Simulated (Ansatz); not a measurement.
Born–Oppenheimer molecular dynamics of a periodic cell of 16 atoms, TaN (start crystal TaN, start structure P-6m2, volume 1.05 times the crystal's). It goes on from the last frame of an earlier run, with new velocities.

Method: DFT PBE, scalar-relativistic, plane waves, PAW in Ansatz. Settings: accuracy low, PAW set soft_1, cutoff 150 eV, k mesh 2x2x2, fermi-dirac smearing 0.36 eV, no spin polarisation.

```yaml
ensemble: NPT, Langevin
time_step: 1.12 fs
steps_asked: 200
set_temperature: 2940 K
friction: 0.02 /fs
pressure: 0 GPa
seed: 410625
```

Frames 2.24 fs apart, positions in Å.

Velocities at 112.0 fs (Å/ps):

```
Ta 4.41 -5.39 0.02
N -1.72 -16.25 -15.22
Ta 0.79 0.58 2.25
N 9.82 2.97 -8.16
Ta 7.09 -1.63 -4.69
N -13.01 -1.14 3.13
Ta 1.24 9.73 0.81
N 10.04 -17.10 -7.87
Ta 0.65 -0.66 2.33
N 13.92 8.84 14.08
Ta -6.16 0.52 -3.58
N 4.12 -4.56 -36.72
Ta -2.65 -0.38 4.98
N 7.33 -0.14 -15.85
Ta -6.80 -0.80 -1.67
N -23.03 8.89 17.81
```

```xyz
16
Lattice="-3.0167 -5.2251 0.0000 4.5250 -2.6125 0.0000 0.0000 0.0000 5.9313" Properties=species:S:1:pos:R:3 time_fs=112.0 energy_less_start_eV=-5.972 T=3198
Ta 0.126 -5.349 1.563
N 1.880 -4.482 0.138
Ta 0.246 -5.300 4.504
N 1.666 -4.581 3.062
Ta -1.409 -3.045 1.616
N 0.091 -1.690 0.497
Ta -1.255 -2.872 4.626
N 0.056 -1.959 3.033
Ta 1.807 -2.700 1.739
N 3.225 -1.853 0.274
Ta 1.582 -2.776 4.525
N 3.167 -1.823 3.087
Ta 0.115 -0.093 1.847
N -1.550 -4.644 0.125
Ta -0.080 -0.129 4.729
N -1.541 -4.704 3.333
16
Lattice="-3.0162 -5.2242 0.0000 4.5243 -2.6121 0.0000 0.0000 0.0000 5.9303" Properties=species:S:1:pos:R:3 time_fs=114.2 energy_less_start_eV=-5.395 T=2770
Ta 0.137 -5.357 1.563
N 1.862 -4.524 0.103
Ta 0.249 -5.297 4.507
N 1.700 -4.572 3.042
Ta -1.394 -3.048 1.605
N 0.056 -1.700 0.497
Ta -1.252 -2.852 4.629
N 0.082 -2.000 3.016
Ta 1.806 -2.700 1.742
N 3.258 -1.843 0.299
Ta 1.571 -2.775 4.516
N 3.176 -1.838 3.012
Ta 0.108 -0.094 1.858
N -1.536 -4.647 0.089
Ta -0.094 -0.132 4.722
N -1.585 -4.675 3.363
16
Lattice="-3.0154 -5.2229 0.0000 4.5232 -2.6115 0.0000 0.0000 0.0000 5.9288" Properties=species:S:1:pos:R:3 time_fs=116.5 energy_less_start_eV=-4.847 T=2558
Ta 0.150 -5.364 1.563
N 1.832 -4.568 0.078
Ta 0.249 -5.295 4.509
N 1.726 -4.553 3.030
Ta -1.385 -3.050 1.595
N 0.018 -1.727 0.477
Ta -1.248 -2.833 4.632
N 0.107 -2.033 3.005
Ta 1.803 -2.700 1.745
N 3.292 -1.829 0.304
Ta 1.562 -2.774 4.508
N 3.194 -1.848 2.945
Ta 0.100 -0.097 1.866
N -1.518 -4.651 0.054
Ta -0.106 -0.138 4.713
N -1.612 -4.628 3.381
16
Lattice="-3.0156 -5.2231 0.0000 4.5233 -2.6116 0.0000 0.0000 0.0000 5.9290" Properties=species:S:1:pos:R:3 time_fs=118.7 energy_less_start_eV=-4.427 T=2243
Ta 0.163 -5.376 1.556
N 1.786 -4.605 0.068
Ta 0.247 -5.296 4.513
N 1.740 -4.539 3.030
Ta -1.381 -3.049 1.587
N -0.008 -1.758 0.457
Ta -1.248 -2.814 4.637
N 0.123 -2.058 3.000
Ta 1.799 -2.703 1.752
N 3.329 -1.815 0.292
Ta 1.554 -2.772 4.505
N 3.213 -1.844 2.906
Ta 0.093 -0.098 1.874
N -1.493 -4.651 0.020
Ta -0.117 -0.144 4.704
N -1.633 -4.576 3.396
16
Lattice="-3.0157 -5.2233 0.0000 4.5235 -2.6117 0.0000 0.0000 0.0000 5.9293" Properties=species:S:1:pos:R:3 time_fs=121.0 energy_less_start_eV=-4.260 T=1923
Ta 0.176 -5.384 1.550
N 1.739 -4.637 0.072
Ta 0.246 -5.296 4.514
N 1.744 -4.540 3.037
Ta -1.376 -3.048 1.580
N -0.029 -1.803 0.428
Ta -1.247 -2.797 4.643
N 0.132 -2.073 2.997
Ta 1.794 -2.709 1.758
N 3.356 -1.801 0.273
Ta 1.548 -2.771 4.503
N 3.223 -1.830 2.896
Ta 0.088 -0.097 1.881
N -1.462 -4.644 -0.006
Ta -0.129 -0.148 4.695
N -1.639 -4.529 3.402
16
Lattice="-3.0163 -5.2245 0.0000 4.5245 -2.6122 0.0000 0.0000 0.0000 5.9306" Properties=species:S:1:pos:R:3 time_fs=123.2 energy_less_start_eV=-4.374 T=2214
Ta 0.188 -5.390 1.549
N 1.689 -4.655 0.076
Ta 0.244 -5.296 4.517
N 1.733 -4.544 3.043
Ta -1.371 -3.046 1.577
N -0.038 -1.848 0.387
Ta -1.251 -2.783 4.653
N 0.137 -2.082 2.990
Ta 1.786 -2.718 1.762
N 3.378 -1.788 0.246
Ta 1.541 -2.772 4.500
N 3.230 -1.804 2.925
Ta 0.085 -0.097 1.887
N -1.440 -4.638 -0.020
Ta -0.143 -0.152 4.685
N -1.636 -4.480 3.403
16
Lattice="-3.0172 -5.2260 0.0000 4.5258 -2.6130 0.0000 0.0000 0.0000 5.9323" Properties=species:S:1:pos:R:3 time_fs=125.4 energy_less_start_eV=-4.616 T=2429
Ta 0.202 -5.394 1.549
N 1.632 -4.655 0.082
Ta 0.242 -5.295 4.522
N 1.718 -4.559 3.049
Ta -1.366 -3.046 1.578
N -0.038 -1.886 0.333
Ta -1.259 -2.770 4.667
N 0.136 -2.077 2.974
Ta 1.779 -2.728 1.767
N 3.394 -1.789 0.220
Ta 1.534 -2.773 4.498
N 3.233 -1.779 2.987
Ta 0.082 -0.098 1.891
N -1.409 -4.636 -0.019
Ta -0.158 -0.154 4.675
N -1.632 -4.430 3.384
16
Lattice="-3.0184 -5.2281 0.0000 4.5277 -2.6140 0.0000 0.0000 0.0000 5.9347" Properties=species:S:1:pos:R:3 time_fs=127.7 energy_less_start_eV=-4.644 T=2556
Ta 0.216 -5.399 1.551
N 1.581 -4.639 0.094
Ta 0.242 -5.299 4.524
N 1.712 -4.580 3.050
Ta -1.362 -3.043 1.580
N -0.025 -1.921 0.273
Ta -1.267 -2.759 4.679
N 0.141 -2.064 2.953
Ta 1.772 -2.739 1.770
N 3.399 -1.807 0.194
Ta 1.529 -2.776 4.499
N 3.236 -1.760 3.061
Ta 0.075 -0.097 1.892
N -1.367 -4.625 -0.011
Ta -0.172 -0.153 4.667
N -1.630 -4.388 3.357
16
Lattice="-3.0204 -5.2314 0.0000 4.5306 -2.6157 0.0000 0.0000 0.0000 5.9385" Properties=species:S:1:pos:R:3 time_fs=129.9 energy_less_start_eV=-4.596 T=2392
Ta 0.232 -5.405 1.554
N 1.541 -4.606 0.109
Ta 0.241 -5.305 4.526
N 1.710 -4.599 3.046
Ta -1.355 -3.042 1.583
N 0.006 -1.952 0.216
Ta -1.277 -2.750 4.690
N 0.141 -2.043 2.934
Ta 1.761 -2.749 1.767
N 3.397 -1.833 0.177
Ta 1.525 -2.778 4.500
N 3.242 -1.742 3.145
Ta 0.069 -0.098 1.892
N -1.330 -4.618 0.001
Ta -0.181 -0.158 4.658
N -1.618 -4.357 3.338
16
Lattice="-3.0232 -5.2364 0.0000 4.5348 -2.6182 0.0000 0.0000 0.0000 5.9441" Properties=species:S:1:pos:R:3 time_fs=132.2 energy_less_start_eV=-4.496 T=2587
Ta 0.245 -5.411 1.556
N 1.516 -4.561 0.125
Ta 0.234 -5.315 4.527
N 1.713 -4.612 3.041
Ta -1.347 -3.047 1.587
N 0.048 -1.977 0.165
Ta -1.285 -2.741 4.700
N 0.128 -2.020 2.923
Ta 1.748 -2.761 1.764
N 3.369 -1.861 0.164
Ta 1.519 -2.781 4.506
N 3.247 -1.737 3.226
Ta 0.060 -0.101 1.892
N -1.290 -4.618 0.014
Ta -0.188 -0.163 4.650
N -1.605 -4.346 3.321
16
Lattice="-3.0265 -5.2421 0.0000 4.5398 -2.6211 0.0000 0.0000 0.0000 5.9506" Properties=species:S:1:pos:R:3 time_fs=134.4 energy_less_start_eV=-4.372 T=2578
Ta 0.256 -5.417 1.561
N 1.505 -4.500 0.142
Ta 0.226 -5.329 4.527
N 1.717 -4.623 3.035
Ta -1.336 -3.055 1.588
N 0.102 -1.987 0.121
Ta -1.293 -2.731 4.711
N 0.109 -2.006 2.924
Ta 1.732 -2.772 1.761
N 3.335 -1.898 0.158
Ta 1.511 -2.786 4.515
N 3.241 -1.735 3.292
Ta 0.055 -0.104 1.894
N -1.262 -4.630 0.033
Ta -0.195 -0.166 4.644
N -1.596 -4.344 3.313
16
Lattice="-3.0294 -5.2471 0.0000 4.5441 -2.6235 0.0000 0.0000 0.0000 5.9563" Properties=species:S:1:pos:R:3 time_fs=136.6 energy_less_start_eV=-4.309 T=2544
Ta 0.266 -5.422 1.566
N 1.511 -4.432 0.153
Ta 0.219 -5.344 4.524
N 1.713 -4.626 3.036
Ta -1.326 -3.063 1.583
N 0.162 -1.993 0.101
Ta -1.301 -2.721 4.720
N 0.086 -1.987 2.931
Ta 1.718 -2.783 1.759
N 3.288 -1.929 0.164
Ta 1.504 -2.792 4.521
N 3.212 -1.730 3.341
Ta 0.050 -0.107 1.895
N -1.228 -4.653 0.060
Ta -0.201 -0.168 4.639
N -1.570 -4.347 3.296
```

Of the whole run (224 fs, mean temperature of the second half 2896 K): The conserved energy stayed within 2 meV per atom of its start (net change -1.2 meV per atom), so the integration is sound. A run of 0.22 ps of so small a system gives no equilibrium averages. The plane-wave cutoff is below what these datasets need, so energies and pressures aren't converged. Limits of this set-up: coarse k mesh, low accuracy level. The cell's volume went from 182 to 188 Å³.

The run took 6.8 min on 1 thread of Arm Neoverse V2, on a shared host, peak memory 0.36 GiB.
